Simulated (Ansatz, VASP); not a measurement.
**B27P26 (V_P) in two plane-wave programs**

Aim: how closely do two programs agree when they are given the same cell, functional and k mesh? The cell is taken from a series of runs on this material, whose earlier steps may have relaxed, scaled, displaced or heated it; both programs get it as it stands.

Method: plane waves, with VASP 6.6.1 beside it; r2SCAN, in Ansatz 0.2.0.

### Step 1. The structure

The cell holds 53 atoms: 27 B and 26 P. Its edges and angles: a = 9.767 Å, b = 9.767 Å, c = 9.767 Å, α = 60.0°, β = 60.0°, γ = 60.0°. It derives from BP (BP (F-43m)). Nearest the centre at fractional (0.250, 0.583, 0.583): B9 at 2.16 Å, B15 at 2.16 Å, B17 at 2.17 Å, B18 at 2.22 Å, P50 at 3.22 Å, P30 at 3.22 Å, P52 at 3.22 Å, P37 at 3.23 Å.

Structure file:

```xyz
53
Lattice="0.0000 6.9066 6.9066 6.9066 0.0000 6.9066 6.9066 6.9066 0.0000" Properties=species:S:1:pos:R:3 pbc="T T T"
B    13.8052    6.8999    6.9059
B     9.1966    2.3024    6.9031
B    11.4963    4.6019    6.9019
B     9.1966    6.8971    2.3084
B     4.5949    2.2953    2.3014
B     6.8993    4.5997    2.3082
B    11.4963    6.8958    4.6079
B     6.8992    2.3022    4.6057
B     9.2920   11.4081   11.4141
B     6.9085    9.2020    2.3015
B     9.1953    4.6019    9.2027
B     4.5972    6.8900    2.3036
B     9.1953    9.1968    4.6079
B     4.6017    4.5997    4.6057
B     6.8010    6.9925    4.5075
B    11.5038    9.2042    6.8959
B     6.8009    4.5014    6.9984
B     9.3345    7.0349    7.0409
B    13.8036   11.5041   11.5102
B     9.1995    6.9000   11.5117
B     4.5950    9.2021    4.6151
B     9.1995   11.5057    6.9059
B     4.6019    6.8971    6.9031
B     6.9015    9.1968    6.9019
B    11.5015   11.5156    9.2081
B     6.9014    6.8958    9.2027
B     9.1895    9.2042    9.2102
P     3.4410    3.4466    3.4525
P     5.7651    5.7500    3.4715
P     8.0423    8.0294    3.4732
P     5.7650    3.4654    5.7561
P    10.3389    8.0394    5.7645
P     8.0424    3.4670    8.0354
P    10.3390    5.7584    8.0455
P    12.6531    8.0512    8.0571
P     3.4468    5.7486    5.7547
P     5.7667    8.0295    5.7489
P     8.0482   10.3509    5.7547
P     5.7665    5.7428    8.0354
P     8.0579    8.0395    8.0455
P    10.3508   10.3536    8.0571
P     8.0483    5.7487   10.3571
P    10.3507    8.0512   10.3596
P    12.6520   10.3525   10.3588
P     3.4424    8.0495    8.0555
P     5.7460   10.3531    8.0543
P     8.0482   12.6553    8.0599
P     5.7461    8.0481   10.3591
P     8.0495   10.3722   10.3781
P    10.3290   12.6494   10.3799
P     8.0481    8.0539   12.6614
P    10.3290   10.3738   12.6555
P    12.6505   12.6553   12.6613
```

### Step 2. Ansatz: single point, r2SCAN

Ansatz runs on its PAW soft_1 files.

A single point takes one fixed geometry, so differences don't come from the geometry; what else differs is listed under the comparison.

input.yaml reads:

```yaml
crystal:
  checkpoint: "../qm1.relax.run"
  host: checkpoint
basis:
  ecutwfc: 500
  xc_grid: 2
hamiltonian:
  xc: r2scan
  pseudopotentials: { kind: paw, azcp: { folder: soft_1 } }
kpoints:
  mp_grid: { grid: [2, 2, 2], shift: [0.5, 0.5, 0.5] }
scf:
  occupations: { method: fixed }
  max_iter: 60
output:
  forces: true
  eigenvalues: true
  charged_corrections: { defect_position: [0.25, 0.583333, 0.583333] }
checkpoint:
  read: "../qm1.relax.run"
  write: "../qm1.point_neutral.run"
  compress: false
  write_wavefunctions: false
  write_every: 100000
magnetization:
  spin_polarized: true
  initial_magnetization: 1
  spin_locking: { lock_magnetization: hard }
```

Started as:

```console
$ ansatz run input.yaml --threads 4 --pin off --max-ram 7536MiB --backend cpu --events-out ev --progress --plain --runs-dir out
```

Numbers of over 12 decimals in the logs are rounded to 6 here.

Log:

```text
Warning: This run holds its total moment fixed (magnetization.spin_locking.lock_magnetization: hard) and mixes its density by anderson or broyden (scf.mixing.algorithm, typed or taken by auto). Slabs with a fixed moment have converged under broyden above another state at the same moment, at the default mixing steps and at smaller ones, and under scf.lower_state_search: standard, light or off a state that such a mixer [...]
checkpoint.read: the saved state was converged at a total charge of -1 e, and this run's is 0 e: a saved density that it takes is scaled to its electron count
crystal.checkpoint: the structure is that of <dir>, a `relax` run, at its step 7: its result, under r2scan at a charge of -1 e; 53 atoms read, 0 with a starting moment; this deck's charge is 0 e; crystal.structure_sha256 for this input is
Engine: ansatz 0.2.0, x86_64-unknown-linux-gnu
Pseudopotentials: kind: paw
Pseudopotential: B, paw, valence charge 3, recommended cutoff 500 eV (meta_gga), soft_1/B.paw.azcp
Pseudopotential: P, paw, valence charge 5, recommended cutoff 500 eV (meta_gga), soft_1/P.paw.azcp
Functional definition: r2SCAN
  parameter k0 = 0.174
  parameter k1 = 0.065
  parameter a1 = 4.9479
  exchange = r2scan_x(k0 = k0, k1 = k1, a1 = a1)
  correlation = r2scan_c
Crystal: 53 atoms, lattice volume = 658.912 Å³
Basis set: ecut = 500 eV, 16625 PW (Γ), exchange–correlation on 144×144×144 points (8 copies of the dense FFT grid, shifted against one another)
Bands: 159, of which v1, the nominal top of the filled ones, is band 106 counted from 1 (105 counted from 0)
Symmetry: 1 space group operations
Space group: P1 (ITA 1), of the structure as read, at distance tolerance 8.7e-5 Å
Magnetic group: BNS 1.1 (UNI 1), of the structure as read, at distance tolerance 8.7e-5 Å
k-points: 4 of 8 (time reversal used)
Non-local potential: B, projectors of the file, l = 0: 2, l = 1: 2, l = 2: 1
Non-local potential: P, projectors of the file, l = 0: 2, l = 1: 2, l = 2: 1
PAW form: soft (Blöchl's): semilocal exchange-correlation on the pseudo side does not see the compensation charge
PAW frozen core: B, regenerated for the run's functional (the file was generated under x = pbe(κ = 0.804, μ = 0.219515), c = pbe(β = 0.066725))
PAW frozen core: P, regenerated for the run's functional (the file was generated under x = pbe(κ = 0.804, μ = 0.219515), c = pbe(β = 0.066725))
PAW one-centre angular grid: B, 302 points (default); XC on 223 of its mesh's 2233 points in the sphere
PAW one-centre angular grid: P, 302 points (default); XC on 160 Gauss nodes
Initial density: read from a saved state, or passed on in memory by an earlier SCF of this step, an earlier step, the calling program or the single point that the run made first
Starting moments: Σ|m| = 1 μB on 53 of 53 sites; this step starts from the density that it was given
Initial wavefunctions: those read from a saved state, or passed on in memory by an earlier step or the calling program
Functional: x = r2scan, c = r2scan; τ floored in thin density (d = 2e-4 eV/Å³)
iter 1 solved again at ethr=3.05e-4 eV; its pass at ethr=3.10e-3 eV (dr2=6.43e-1 eV) is discarded
SCF iter   1: F=—  HF=-23984.928609 eV  |F-HF|=—  |Δ(HF+E_count)|=         —  Δρ=4.34e-3 (↑1.14e-3 ↓4.34e-3)  dr2=6.34e-1  dr2_τ=2.23e-3  dr2_m=2.92e-2  M=1.000 μB ∫|m|=1.000 μB  β_m=0.30  ethr=3.05e-4  ⟨swp⟩=1.0  Hψ=3536  notcnv=0  defer=8
preconditioner: auto → Resta (q_TF=auto, 2.257 Å⁻¹)  ε∞=4.6  [insulator: Δε(μ)=0.279 eV  Ē_g=11.036 eV  n_scr=136 (ndim 8)  ℏωp=21.0 eV  f_vac=0.000  ε∞_Penn≈4.6]
spin=Collinear: Resta preconditioning applied to the charge; magnetization (m = ρ↑ − ρ↓) channel mixes plain (no charge-response kernel on spin).
SCF iter   2: F=—  HF=-23984.879341 eV  |F-HF|=—  |Δ(HF+E_count)|=   4.93e-2  Δρ=3.13e-3 (↑9.44e-4 ↓3.13e-3)  dr2=2.27e-1  dr2_τ=3.07e-4  dr2_m=1.91e-2  M=1.000 μB ∫|m|=1.004 μB  β_m=0.68  ethr=3.01e-4  ⟨swp⟩=2.4  Hψ=945  notcnv=0  defer=26  κ⁻¹=1.0e0(r=1)
SCF iter   3: F=—  HF=-23984.918290 eV  |F-HF|=—  |Δ(HF+E_count)|=   3.89e-2  Δρ=1.10e-3 (↑8.05e-4 ↓1.10e-3)  dr2=1.85e-2  dr2_τ=3.14e-5  dr2_m=3.05e-3  M=1.000 μB ∫|m|=1.078 μB  β_m=1.20  ethr=1.08e-4  ⟨swp⟩=3.5  Hψ=1783  notcnv=0  defer=407  κ⁻¹=1.7e-2(r=2)
SCF iter   4: F=—  HF=-23984.933186 eV  |F-HF|=—  |Δ(HF+E_count)|=   1.49e-2  Δρ=4.36e-4 (↑4.36e-4 ↓3.78e-4)  dr2=5.96e-3  dr2_τ=1.71e-5  dr2_m=8.97e-5  M=1.000 μB ∫|m|=1.167 μB  β_m=1.20  ethr=8.76e-6  ⟨swp⟩=4.0  Hψ=1821  notcnv=0  defer=411  κ⁻¹=8.2e-3(r=3)
[...]
atom   3  B     -0.04814177    -0.03576777    -0.04833642
  atom   4  P     -0.09746992    -0.26764121    -0.09854715
  atom   5  B      0.02187552     0.05976205    -0.03120300
  atom   6  P      0.32379797     0.13563573    -0.13050391
  atom   7  B     -0.04718277    -0.04733088    -0.03507004
  atom   8  P     -0.09613699    -0.09926989    -0.27083404
  atom   9  B     -0.00602088    -0.00902212    -0.00795141
  atom  10  B      0.04912582     0.04792083    -0.06726571
  atom  11  P      0.10835796     0.10763826    -0.36088641
  atom  12  B      0.02298546    -0.03004912     0.06015870
  atom  13  P      0.32169844    -0.12712625     0.13724129
  atom  14  B      0.04835350    -0.06631649     0.04811694
  atom  15  P      0.10715688    -0.35965536     0.10639050
  atom  16  B      0.05169678    -0.07886490    -0.07781231
  atom  17  P      0.03926050    -0.02685450    -0.02637130
  atom  18  B     -0.23059061     0.00537178     0.00420529
  atom  19  P     -0.01764293    -0.00319502    -0.00580771
  atom  20  B     -0.02998022     0.06235311     0.02254120
  atom  21  P     -0.12856156     0.13474639     0.32199411
  atom  22  B      0.03509025     0.23225923     0.03519218
  atom  23  P     -0.00880248     0.03178414    -0.00469746
  atom  24  B     -0.02845926     0.02165317     0.06119885
  atom  25  P     -0.12404308     0.32229080     0.13832707
  atom  26  B     -0.06768777     0.04869973     0.04863424
[...]
atom  46  B      0.06267799     0.02344790    -0.02971201
  atom  47  P      0.13666642     0.32511089    -0.12973406
  atom  48  B      0.00344326    -0.23227082     0.00334118
  atom  49  P     -0.00344390    -0.01794496    -0.00703489
  atom  50  B      0.06094214    -0.02957848     0.02199787
  atom  51  P      0.13642699    -0.12890914     0.32463724
  atom  52  B      0.23165628     0.03562874     0.03485763
  atom  53  P      0.03201371    -0.00448808    -0.00444524
  max |Σ_I F_I| component: 7.07e-3 eV/Å
--- Band table (eV; the first three rows and the last of 8) ---
  k-point 0 ↑: bands = [... 102 lower, 7.1138, 7.7780, 7.7781, 9.3261, 9.7145, 9.7147, 10.2482, 10.2484, ... 49 higher]
  k-point 1 ↑: bands = [... 102 lower, 7.2649, 7.5073, 7.7586, 8.7742, 9.5727, 9.6461, 10.1787, 10.9791, ... 49 higher]
  k-point 2 ↑: bands = [... 102 lower, 7.2648, 7.5072, 7.7585, 8.7744, 9.5727, 9.6459, 10.1787, 10.9790, ... 49 higher]
  k-point 3 ↓: bands = [... 102 lower, 7.3079, 7.5326, 8.2200, 9.4064, 10.0781, 10.2081, 10.2716, 10.9929, ... 49 higher]
```

### Step 3. VASP: single point, r2SCAN

The same cell, functional and mesh now go to VASP, with its own data sets.

Lines of VASP's logs that name or quote its potential files are left out, and so is its time.

INCAR reads:

```
SYSTEM = B27P26
PREC = Accurate
ENCUT = 460
EDIFF = 1E-06
NELM = 200
ISMEAR = 0
SIGMA = 0.01
LREAL = Auto
ALGO = Normal
METAGGA = R2SCAN
LASPH = .TRUE.
NBANDS = 144
ISPIN = 2
MAGMOM = 0 0 0 0 0 0 0 0 0.09 0.01 0 0.01 0 0 0.09 0.01 0.09 0.08 0 0 0.01 0 0 0 0.01 0 0.01 -0 0 -0 0 -0 -0 -0 -0 -0 -0 -0 -0 -0 -0 -0 -0 -0 -0 -0 -0 -0 0 -0 -0 -0 -0
LORBIT = 11
LWAVE = .FALSE.
LCHARG = .FALSE.
ISIF = 2
ISYM = 0
NUPDOWN = 1
GGA_COMPAT = .FALSE.
LMIXTAU = .TRUE.
KPAR = 4
```

POSCAR reads:

```
B27P26
1.0
    0.0000000000      6.9066245691      6.9066245691
    6.9066245691      0.0000000000      6.9066245691
    6.9066245691      6.9066245691      0.0000000000
B P
27 26
Direct
    0.0000456679      0.9998542615      0.9989842875
    0.0006393061      0.9988458664      0.3327215838
    0.0005445404      0.9987701150      0.6657605613
    0.0006429426      0.3335894344      0.9979763541
    0.0001352617      0.3330817534      0.3322043403
    0.0006265547      0.3335730465      0.6653616336
    0.0005384498      0.6666374909      0.9978931398
    0.0006269969      0.6662303038      0.3327001778
    0.9795045866      0.6731261291      0.6722507578
    0.3326482661      0.0005797641      0.9996925840
    0.3336876181      0.9987614765      0.3326133534
    0.3327557201      0.0007793620      0.6648366900
    0.3336909992      0.3334849416      0.9978931398
    0.3332838120      0.3335734886      0.3327001778
    0.3401796373      0.3124510783      0.6722507578
    0.3327535142      0.6657000060      0.9999148857
    0.3401709308      0.6731174225      0.3115771103
    0.3432505854      0.6761970772      0.6753286246
    0.6668018987      0.9997483905      0.9988611558
    0.6669111297      0.9998576215      0.3321298600
    0.6676326883      0.0005791801      0.6647208977
    0.6669077697      0.3329921596      0.9989842875
    0.6658993746      0.3335857979      0.3327215838
    0.6658236232      0.3334910322      0.6657605613
    0.6676332724      0.6655947579      0.9996925840
    0.6658149847      0.6666341098      0.3326133534
    0.6678328702      0.6657022119      0.6648366900
    0.2503419820      0.2495376102      0.2486852812
    0.2502270258      0.2524088651      0.5823061194
    0.2505078524      0.2523759228      0.9120599835
    0.2502343630      0.5831808548      0.2515227574
    0.2508408156      0.5837873074      0.9131737195
    0.2504836226      0.9129478008      0.2514949349
    0.2508363375      0.9140593712      0.5829130526
    0.2501391452      0.9164428488      0.9155869207
    0.5832478775      0.2499724410      0.2490850764
    0.5799982693      0.2523733219      0.5825769683
    0.5833079830      0.2498994213      0.9153907951
    0.5800013091      0.5834301144      0.2514949349
    0.5811128795      0.5837828293      0.5829130526
    0.5834963570      0.5830856370      0.9155869207
    0.5833209156      0.9162674074      0.2490296935
    0.5834998397      0.9164463315      0.5822173175
    0.5834455144      0.9163920062      0.9154787039
    0.9166952482      0.2496417400      0.2487762329
    0.9166086292      0.2495551209      0.5824037454
    0.9170178959      0.2499643877      0.9153291383
    0.9165911184      0.5832884738      0.2486852812
    0.9194623734      0.5831735175      0.5823061194
    0.9194294310      0.5834543442      0.9120599835
    0.9170259492      0.9161943692      0.2490850764
    0.9194268301      0.9129447611      0.5825769683
    0.9169529296      0.9162544747      0.9153907951
```

KPOINTS reads:

```
Points of the shifted mesh
8
Reciprocal
 0.2500000000  0.2500000000  0.2500000000 1
 0.2500000000  0.2500000000  0.7500000000 1
 0.2500000000  0.7500000000  0.2500000000 1
 0.2500000000  0.7500000000  0.7500000000 1
 0.7500000000  0.2500000000  0.2500000000 1
 0.7500000000  0.2500000000  0.7500000000 1
 0.7500000000  0.7500000000  0.2500000000 1
 0.7500000000  0.7500000000  0.7500000000 1
```

PAW data sets: B and P (PBE family, release 64).

Started as:

```console
$ mpirun -np 8 vasp_std
```

Log:

```text
[banner, memory and clock lines left out]
running    8 mpi-ranks, on    1 nodes
[...]
|                                                                             |
|           W    W    AA    RRRRR   N    N  II  N    N   GGGG   !!!           |
|           W    W   A  A   R    R  NN   N  II  NN   N  G    G  !!!           |
|           W    W  A    A  R    R  N N  N  II  N N  N  G       !!!           |
|           W WW W  AAAAAA  RRRRR   N  N N  II  N  N N  G  GGG   !            |
|           WW  WW  A    A  R   R   N   NN  II  N   NN  G    G                |
|           W    W  A    A  R    R  N    N  II  N    N   GGGG   !!!           |
|                                                                             |
|     For optimal performance we recommend to set                             |
|       NCORE = 2 up to number-of-cores-per-socket                            |
|     NCORE specifies how many cores store one orbital (NPAR=cpu/NCORE).      |
|     This setting can greatly improve the performance of VASP for DFT.       |
[...]
|                                                                             |
|     You enforced a specific xc type in the INCAR file but a different       |
|     [... a line on the potential file left out ...]
|     I HOPE YOU KNOW WHAT YOU ARE DOING!                                     |
|                                                                             |

 LDA part: xc-table for (None), standard interpolation
 POSCAR, INCAR and KPOINTS ok, starting setup
[...]
entering main loop
       N       E                     dE             d eps       ncg     rms          rms(c)
DAV:   1     0.504098127389E+03    0.50410E+03   -0.88054E+04  4608   0.121E+03
DAV:   2    -0.434975891007E+03   -0.93907E+03   -0.88556E+03  5552   0.216E+02
DAV:   3    -0.497591702160E+03   -0.62616E+02   -0.61645E+02  5736   0.528E+01
DAV:   4    -0.499036148074E+03   -0.14444E+01   -0.14335E+01  5752   0.850E+00
[...]
DAV:  15    -0.451874457741E+03   -0.40689E-04   -0.24336E-04  5152   0.417E-02    0.113E-02
DAV:  16    -0.451874454520E+03    0.32212E-05   -0.19831E-05  5600   0.118E-02    0.720E-03
DAV:  17    -0.451874454194E+03    0.32650E-06   -0.26677E-06  3840   0.483E-03
   1 F= -.45187445E+03 E0= -.45187445E+03  d E =-.264809E-11  mag=     1.0000
```

Parts of OUTCAR (step 3):

```text
  FREE ENERGIE OF THE ION-ELECTRON SYSTEM (eV)
  ---------------------------------------------------
  free  energy   TOTEN  =      -451.8744541938 eV

  energy  without entropy=     -451.8744541938  energy(sigma->0) =     -451.87445419

 magnetization (x)
# of ion       s       p       d       tot
------------------------------------------
    1        0.000   0.002   0.000   0.002
    2        0.001   0.002   0.000   0.003
    3        0.001   0.002   0.000   0.003
    4        0.001   0.002   0.000   0.003
    5        0.000   0.001   0.000   0.001
    6        0.001   0.001   0.000   0.002
    7        0.001   0.002   0.000   0.003
    8        0.001   0.001   0.000   0.002
    9        0.023   0.088   0.000   0.111
   10        0.007   0.005   0.000   0.011
   11        0.001   0.002   0.000   0.003
   12        0.005   0.005   0.000   0.010
   13        0.001   0.002   0.000   0.003
[...]
--------------------------------------------------
tot          0.129   0.337   0.000   0.466

[... 1 further part left out ...]
```

The run ends at a pressure of -7.36 GPa, with forces up to 0.38 eV/Å.

### Step 4. Comparison

Known differences besides the potentials themselves: VASP starts from the moments at which Ansatz ended; VASP keeps PBE cores, Ansatz makes them for the functional; fixed occupations in Ansatz, narrow Gaussian smearing in VASP; the cutoff is 500 eV in Ansatz and 460 eV in VASP (PREC = Accurate, projectors in real space); site moments are counted in spheres of each program's own size. Total energies have different zeros and are not compared.

Both answers:

```csv
quantity,Ansatz,VASP,difference
"total moment, fixed by the input (μB)",1.00,1.00,0.00
moment on B15 (μB),0.09,0.11,-0.02
moment on B9 (μB),0.09,0.11,-0.02
moment on B17 (μB),0.09,0.11,-0.02
moment on B18 (μB),0.08,0.10,-0.02
```

Forces on 10 of the 53 atoms, those with the largest forces and the largest differences (eV/Å; atoms numbered as in POSCAR):

```csv
atom,"Ansatz x, y, z","VASP x, y, z"
B9,"0.052, -0.079, -0.078","0.066, -0.092, -0.090"
B15,"-0.078, 0.053, -0.078","-0.091, 0.065, -0.092"
B17,"-0.077, -0.078, 0.055","-0.090, -0.092, 0.067"
P30,"0.324, 0.136, -0.131","0.321, 0.134, -0.125"
P32,"0.108, 0.108, -0.361","0.104, 0.103, -0.354"
P33,"0.322, -0.127, 0.137","0.318, -0.121, 0.135"
P34,"0.107, -0.360, 0.106","0.101, -0.350, 0.099"
P40,"-0.358, 0.105, 0.107","-0.356, 0.104, 0.101"
P50,"0.137, 0.325, -0.130","0.135, 0.321, -0.127"
P52,"0.136, -0.129, 0.325","0.131, -0.126, 0.319"
```

The forces differ by 4.4 meV/Å r.m.s., which is 3.9 % of the r.m.s. force of 0.113 eV/Å (both taken over all components).

### Step 5. Outcome

| Item | Value |
| --- | --- |
| r.m.s. force difference (single point, r2SCAN) | 4.4 meV/Å |

**Reading.** The r.m.s. force difference is 4.4 meV/Å (single point, r2SCAN), within the 12 meV/Å picked in this series as the mark of a large difference. Such differences can come from data sets, numerical settings and the points named under the comparisons, not from the functional's error against experiment.

[Lines on the potential files, build, host, timing and source positions are cut from VASP's logs without a mark.]

[Logs are printed without paths, hosts, clocks, repeated set-up lines and the standing remarks that a program may print on its own settings, such as how far it seeks lower states.]

[Hosts, paths, dates, database ids (printed as entryN), source tags and the programs' standing remarks are cut or masked in the printed files.]
